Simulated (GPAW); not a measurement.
# FeGe (P6/mmm) in GPAW: equation of state with LDA

Aim: the equation of state of FeGe with LDA.

All numbers are computed with GPAW 26.7.0; they aren't measurements. Logs are shortened: lines on timing, memory, paths and dates and some standing lists are left out, and cuts for length are marked. The log counts tension as positive stress, the text compression.

## 1. Starting point

It takes space group P6/mmm (No. 191, hexagonal). The conventional cell has a = 4.998 Å, b = 4.998 Å, c = 4.116 Å, α = 90.00°, β = 90.00°, γ = 120.00°. Ge (site symmetry -6m2) has 6 Fe at 2.51 Å and 3 Ge at 2.89 Å as nearest neighbours. Ge (site symmetry 6/mmm) has 6 Fe at 2.50 Å as nearest neighbours. Fe (site symmetry mmm) is surrounded by 4 Fe at 2.50 Å and 6 Ge at 2.50 to 2.51 Å.

The cell is a database's computed one.

## 2. Equation of state, LDA, collinear spin, ferromagnetic start

Input file run.py:

```python
from ase.eos import EquationOfState
from ase.io import Trajectory, read
from ase.units import GPa
from gpaw import GPAW, PW

atoms = read('FeGe.cif')
atoms.set_initial_magnetic_moments([0.0, 0.0, 0.0, 3.0, 3.0, 3.0])

traj = Trajectory('eos.traj', 'w')
volumes, energies = [], []
for x in [0.94, 0.96, 0.98, 1.0, 1.02, 1.04, 1.06]:
    a = atoms.copy()
    a.set_cell(atoms.cell * x**(1 / 3), scale_atoms=True)
    calc = GPAW(mode=PW(1600),
                xc='LDA',
                kpts={'size': (4, 4, 4), 'gamma': True},
                occupations={'name': 'fermi-dirac', 'width': 0.05},
                setups='hgh',
                nbands=-19,
                convergence={'density': 1e-05, 'energy': 1e-05},
                maxiter=150,
                txt=f'eos-{x:.2f}.txt')
    a.calc = calc
    energies.append(a.get_potential_energy(force_consistent=True))
    volumes.append(a.get_volume())
    p = -a.get_stress()[:3].mean() / GPa
    calc.write(f'eos-{x:.2f}.gpw')
    traj.write(a)
    print(f'{x:.2f} {volumes[-1]:10.4f} A^3 {energies[-1]:14.6f} eV {p:9.3f} GPa', flush=True)

v0, e0, B = EquationOfState(volumes, energies, eos='birchmurnaghan').fit()
print(f'V0 = {v0:.4f} A^3, E0 = {e0:.6f} eV, B0 = {B / GPa:.2f} GPa')
```

Input file FeGe.cif:

```cif
data_FeGe
_cell_length_a 4.99760234
_cell_length_b 4.99760234
_cell_length_c 4.11576135
_cell_angle_alpha 90.00000000
_cell_angle_beta 90.00000000
_cell_angle_gamma 120.00000000
_space_group_name_H-M_alt 'P6/mmm'
_space_group_name_Hall '-P 6 2'
_space_group_IT_number 191
loop_
_space_group_symop_operation_xyz
'x,y,z'
'-x,-y,-z'
'x-y,x,z'
'-x+y,-x,-z'
'-y,x-y,z'
'y,-x+y,-z'
'-x,-y,z'
'x,y,-z'
'-x+y,-x,z'
'x-y,x,-z'
'y,-x+y,z'
'-y,x-y,-z'
'-y,-x,-z'
'y,x,z'
'-x,-x+y,-z'
'x,x-y,z'
'-x+y,y,-z'
'x-y,-y,z'
'y,x,-z'
'-y,-x,z'
'x,x-y,-z'
'-x,-x+y,z'
'x-y,-y,-z'
'-x+y,y,z'
loop_
_atom_site_label
_atom_site_type_symbol
_atom_site_symmetry_multiplicity
_atom_site_Wyckoff_symbol
_atom_site_fract_x
_atom_site_fract_y
_atom_site_fract_z
_atom_site_occupancy
Ge1 Ge 2 d 0.6666666667 0.3333333333 0.5000000000 1
Ge2 Ge 1 a 0.0000000000 0.0000000000 0.0000000000 1
Fe1 Fe 3 f 0.0000000000 0.5000000000 0.0000000000 1
```

Potentials or basis: HGH pseudopotentials, pw.

On the command line:

```bash
$ OMP_NUM_THREADS=1 python run.py
```

Standard output:

```text
__  _  _
 | _ |_)|_||  |
 |__||  | ||/\| - 26.7.0

Input parameters:
  mode=PW(ecut=1600.0),
  convergence={'density': 1e-05, 'energy': 1e-05},
  kpts=MonkhorstPack(size=(4, 4, 4), gamma=True),
  maxiter=150,
  nbands=-19,
  occupations=Occupations(name='fermi-dirac', width=0.05),
  setups={'default': 'hgh'},
  xc=XC(name='LDA')

Diagonalizing LCAO Hamiltonian
Converting LCAO to pw mode

            Ge
                 Ge

        Fe    Fe

          Ge    Fe

Atoms  # Å, Bohr magnetons
|   | symbol |         x |        y |        z |    initial magnetic moments |
|---|--------|-----------|----------|----------|-----------------------------|
| 0 |     Ge |  2.447791 | 1.413233 | 2.015871 | ( 0.0000,  0.0000,  0.0000) |
| 1 |     Ge | -0.000000 | 2.826465 | 2.015871 | ( 0.0000,  0.0000,  0.0000) |
| 2 |     Ge |  0.000000 | 0.000000 | 0.000000 | ( 0.0000,  0.0000,  0.0000) |
| 3 |     Fe | -1.223895 | 2.119849 | 0.000000 | ( 0.0000,  0.0000,  3.0000) |
| 4 |     Fe |  2.447791 | 0.000000 | 0.000000 | ( 0.0000,  0.0000,  3.0000) |
| 5 |     Fe |  1.223895 | 2.119849 | 0.000000 | ( 0.0000,  0.0000,  3.0000) |

Unit cell  # Å
| periodic |         x |        y |        z |  lengths |     angles |
|----------|-----------|----------|----------|----------|------------|
|      yes |  4.895582 | 0.000000 | 0.000000 | 4.895582 |  90.000000 |
|      yes | -2.447791 | 4.239698 | 0.000000 | 4.895582 |  90.000000 |
|      yes |  0.000000 | 0.000000 | 4.031743 | 4.031743 | 120.000000 |

Number of symmetries: 24
Symmetry operations  # r_c * U_cc + t_c -> r_c
|    | kind |            matrix            |
|----|------|------------------------------|
|  0 |  σ   |  1, 1, 0,  0,-1, 0,  0, 0, 1 |
|  1 |  C2  |  1, 1, 0,  0,-1, 0,  0, 0,-1 |
|  2 |  C6  |  1, 1, 0, -1, 0, 0,  0, 0, 1 |
|  3 |  S6  |  1, 1, 0, -1, 0, 0,  0, 0,-1 |
|  4 |  E   |  1, 0, 0,  0, 1, 0,  0, 0, 1 |
|  5 |  σ   |  1, 0, 0,  0, 1, 0,  0, 0,-1 |
|  6 |  σ   |  1, 0, 0, -1,-1, 0,  0, 0, 1 |
|  7 |  C2  |  1, 0, 0, -1,-1, 0,  0, 0,-1 |
|  8 |  σ   |  0, 1, 0,  1, 0, 0,  0, 0, 1 |
|  9 |  C2  |  0, 1, 0,  1, 0, 0,  0, 0,-1 |
| 10 |  C3  |  0, 1, 0, -1,-1, 0,  0, 0, 1 |
| 11 |  S3  |  0, 1, 0, -1,-1, 0,  0, 0,-1 |
| 12 |  C6  |  0,-1, 0,  1, 1, 0,  0, 0, 1 |
| 13 |  S6  |  0,-1, 0,  1, 1, 0,  0, 0,-1 |
| 14 |  σ   |  0,-1, 0, -1, 0, 0,  0, 0, 1 |
| 15 |  C2  |  0,-1, 0, -1, 0, 0,  0, 0,-1 |
| 16 |  σ   | -1, 0, 0,  1, 1, 0,  0, 0, 1 |
| 17 |  C2  | -1, 0, 0,  1, 1, 0,  0, 0,-1 |
| 18 |  C2  | -1, 0, 0,  0,-1, 0,  0, 0, 1 |
| 19 |  i   | -1, 0, 0,  0,-1, 0,  0, 0,-1 |
| 20 |  C3  | -1,-1, 0,  1, 0, 0,  0, 0, 1 |
| 21 |  S3  | -1,-1, 0,  1, 0, 0,  0, 0,-1 |
| 22 |  σ   | -1,-1, 0,  0, 1, 0,  0, 0, 1 |
| 23 |  C2  | -1,-1, 0,  0, 1, 0,  0, 0,-1 |

BZ-sampling:
  Number of BZ points: 64
  Number of IBZ points: 12

  Monkhorst-Pack size: [4, 4, 4]
  Monkhorst-Pack shift: [0.125, 0.125, 0.125]

K-points  # in reciprocal-cell coordinates
|     |                                coordinates |     weight |
|-----|--------------------------------------------|------------|
|   0 | (  0.00000000,   0.00000000,   0.00000000) | 0.01562500 |
|   1 | (  0.00000000,   0.00000000,   0.25000000) | 0.03125000 |
|   2 | (  0.00000000,   0.00000000,   0.50000000) | 0.01562500 |
|   3 | (  0.25000000,   0.00000000,   0.00000000) | 0.09375000 |
|   4 | (  0.25000000,   0.00000000,   0.25000000) | 0.18750000 |
|   5 | (  0.25000000,   0.00000000,   0.50000000) | 0.09375000 |
|   6 | (  0.50000000,   0.25000000,   0.00000000) | 0.09375000 |
|   7 | (  0.50000000,   0.25000000,   0.25000000) | 0.18750000 |
|   8 | (  0.50000000,   0.25000000,   0.50000000) | 0.09375000 |
|   9 | (  0.50000000,   0.50000000,   0.00000000) | 0.04687500 |
| ... |                                            |            |
|  11 | (  0.50000000,   0.50000000,   0.50000000) | 0.04687500 |

Plane wave coefficients: 12195
Cutoff: 1600.0 eV

Spin-components: 2 (collinear spins)
Bands:           41
Projectors:      36
Spin-degeneracy: 1
Datatype:        complex128

Parallelization:
  kpt:    1
  domain: 1
  band:   1

Density:
  Valence electrons: 36.0
  Components: 2
  Grid points: [48 48 40]
  Charge: 0.0  # |e|

Potential:
  Grid points: [48 48 40]

species:
  HGH setup for Ge
      Valence Z=4, rloc=0.54000
      Local part coeffs: zeros
      Projectors:
          l=0, rc=0.49374
          l=1, rc=0.60106
          l=2, rc=0.78837
      Diagonal coefficients of nonlocal parts:
          l=0:  3.82689,  1.10023, -1.34422
          l=1:  1.36252, -0.62737
          l=2:  0.19121

    LCAO basis set for Ge:
      Name: atompaw.sz
      This basis set was not loaded from a file
      Number of radial functions: 2
      Number of spherical harmonics: 4
        l=0, rc=8.9500 Bohr: 1s e=-0.436 f=2.000
        l=1, rc=8.9500 Bohr: 1p e=-0.145 f=2.000
      Number of RI-basis functions 0

  HGH setup for Fe
      Valence Z=8, rloc=0.61000
      Local part coeffs: zeros
      Projectors:
          l=0, rc=0.45448
          l=1, rc=0.63890
          l=2, rc=0.30873
      Diagonal coefficients of nonlocal parts:
          l=0:  3.01664,  2.58304,  3.25764
          l=1:  1.49964,  0.32687
          l=2: -9.14535

    LCAO basis set for Fe:
      Name: atompaw.sz
      This basis set was not loaded from a file
      Number of radial functions: 2
      Number of spherical harmonics: 6
        l=0, rc=8.9500 Bohr: 1s e=-0.199 f=2.000
        l=2, rc=8.9500 Bohr: 1d e=-0.283 f=6.000
      Number of RI-basis functions 0

Reference energy: 0.000000  # eV

eigensolver:
  PPCG
  Converge bands: occupied
  niter=2

density mixing:
  MSR1-Mixer
  Pratt-step length: 0.05
  Maximum mixing coefficient: 0.75
  Old densities: 10
  SVD Regularization: 0.005
  Good broyden scale: 1.0
  Trust region scale: 1.0
  Backstep threshold: 4.0
  History deletion threshold: 6.0
  Fourier metric: weight=20.0, sigma=0.015

occupation numbers:
  Fermi-Dirac:
    width: 0.0500  # eV

poisson solver:
  ecut: 12800.0  # eV

xc functional:
  name: None

convergence criteria:
- Maximum integral of absolute [dens]ity change: 1e-05 electrons / valence electron
- Maximum [total energy] change in last 3 cyles: 1e-05 eV / valence electron
- Maximum integral of absolute [eigenst]ate change: 4e-08 eV^2 / valence electron
maximum number of iterations: 150

SCF iterations
|iter     | |      energy | eigst |  dens |  magmom |
|---------|-|-------------|-------|-------|---------|
|iter:   1| |-2021.805756 | +1.16 |       |  +9.0000|
|iter:   2| |-2022.619108 | -0.56 | -0.82 |  +8.9229|
|iter:   3| |-2021.920942 | -1.42 | -0.85 |  +8.4620|
|iter:   4| |-2021.995180 | -2.05 | -1.07 |  +8.0433|
|iter:   5| |-2022.115259 | -2.29 | -1.33 |  +7.8398|
|iter:   6| |-2022.140587 | -2.82 | -1.79 |  +7.8002|
|iter:   7| |-2022.143444 | -3.74 | -2.24 |  +7.8474|
|iter:   8| |-2022.144312 | -3.98 | -2.49 |  +7.9067|
|iter:   9| |-2022.144283 | -5.01 | -3.03 |  +7.9234|
|iter:  10| |-2022.144272c| -6.30 | -3.65 |  +7.9244|
|iter:  11| |-2022.144265c| -7.08 | -4.13 |  +7.9243|
|iter:  12| |-2022.144264c| -7.71c| -4.79 |  +7.9243|
|iter:  13| |-2022.144263c| -8.31c| -5.34c|  +7.9243|

Converged in 13 steps
Energy contributions relative to reference atoms: (reference = 0.000000)

Energy contributions:
  Kinetic:        1103.602277
  Coulomb:       -2669.628002
  Zero:              0.000000
  External:          0.000000
  Xc:             -456.107328
  Entropy:          -0.022419
  Spinorbit:         0.000000
  ----------------------------
  Free energy:   -2022.155473
  Extrapolated:  -2022.144263

dipole moment: (-14.686745, -25.438189, -56.444397)  # |e|*Ang

Total magnetic moment: (0.000000, 0.000000, 7.924266)

Local magnetic moments
|        x |        y |        z |
|----------|----------|----------|
| 0.000000 | 0.000000 | 0.000000 |  # Ge   0
| 0.000000 | 0.000000 | 0.000000 |  # Ge   1
| 0.000000 | 0.000000 | 0.000000 |  # Ge   2
| 0.000000 | 0.000000 | 0.000000 |  # Fe   3
| 0.000000 | 0.000000 | 0.000000 |  # Fe   4
| 0.000000 | 0.000000 | 0.000000 |  # Fe   5

Fermi level: 7.620
Eigenvalues  # (at kpt = [0.000, 0.000, 0.000])
| band index |      eig [eV] | occ [0-1] |      eig [eV] | occ [0-1] |
|------------|---------------|-----------|---------------|-----------|
|          0 |        -5.762 |     1.000 |        -5.783 |     1.000 |
|        ... |               |           |               |           |
|         11 |         3.307 |     1.000 |         5.857 |     1.000 |
|         12 |         3.429 |     1.000 |         6.814 |     1.000 |
|         13 |         3.430 |     1.000 |         6.814 |     1.000 |
|         14 |         3.446 |     1.000 |         9.289 |     0.000 |
|         15 |         3.446 |     1.000 |         9.289 |     0.000 |
|         16 |         3.586 |     1.000 |         9.313 |     0.000 |
|         17 |         3.962 |     1.000 |         9.622 |     0.000 |
|         18 |         3.962 |     1.000 |         9.622 |     0.000 |
|         19 |         4.911 |     1.000 |         9.931 |     0.000 |
|         20 |         5.233 |     1.000 |        10.084 |     0.000 |
|         21 |         6.795 |     1.000 |        10.551 |     0.000 |
|         22 |         6.795 |     1.000 |        11.190 |     0.000 |
|         23 |         9.734 |     0.000 |        11.190 |     0.000 |
|         24 |        10.275 |     0.000 |        11.525 |     0.000 |
|         25 |        11.691 |     0.000 |        11.525 |     0.000 |
|        ... |               |           |               |           |
|         40 |        23.951 |     0.000 |        24.253 |     0.000 |

No gap
No difference between direct/indirect transitions

Stress tensor  # eV/Ang^3
|         x |         y |         z |
|-----------|-----------|-----------|
| -0.024415 |  0.000000 |  0.000000 |
|  0.000000 | -0.024415 |  0.000000 |
|  0.000000 |  0.000000 | -0.016685 |

# Writing to eos-0.94.gpw (mode='')
```

Wall time 31 min (1 thread of Intel Xeon at 2.80GHz (Skylake/Cascade Lake), shared host); peak memory 1.5 GiB.

Results:

```yaml
Equilibrium_volume: "15.59 Å³/atom (rough: see the caveat)"
Bulk_modulus_at_fixed_shape_and_positions: 92 GPa (rough)
```

Energy against volume, from the lowest point:
```csv
volume (Å³/atom),energy (meV/atom)
13.947,53.98
14.244,35.57
14.540,21.11
14.837,10.45
15.134,3.55
15.431,0.19
15.727,0.00
```

Caveat: the k mesh is coarse (spacing up to 0.38 Å⁻¹), so the values aren't converged; the fit is doubtful: noisy points or a state that changes with volume; the points scatter about the fit; the cell was scaled at fixed shape and fractional positions, which overstates the stiffness of a crystal with free parameters, most of all of layers and chains; HGH potentials are hard and often keep d shells in the core, so these values are rough.
